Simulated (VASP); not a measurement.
Crystal: SrTe.

```
Te Sr
1.0
     0.00000    3.30760    3.30760
     3.30760    0.00000    3.30760
     3.30760    3.30760    0.00000
Te Sr
1 1
Direct
  0.50000 0.50000 0.50000
  0.00000 0.00000 0.00000
```

The cell was built by a generator and needn't be a form met in nature.

Base run:

* Program: VASP 6.6.1
* Functional: PBEsol
* Potentials or basis: VASP PAW PBE potentials, release 64 (Te, Sr_sv)
* Cutoff: 520 eV
* k mesh: 8 × 8 × 8
* Occupations: gaussian, width 0.03 eV
* Spin: no spin polarisation

Its results: band gap on the k mesh 1.55 eV, indirect (least direct gap 2.32 eV); pressure 0.0 GPa.

Q: The run is repeated on the same cell with these changes: functional from PBEsol to r2SCAN. What comes out?

A: Band gap on the k mesh 2.04 eV, indirect (least direct gap 2.81 eV); pressure 1.7 GPa.

r2SCAN gives the wider gap, since meta-GGAs in the generalised Kohn-Sham scheme recover part of the derivative discontinuity.

Caveats: the PAW data sets were made with another functional, which shifts forces and pressure a little; spin-orbit coupling is left out, which moves the levels of the heavy elements.
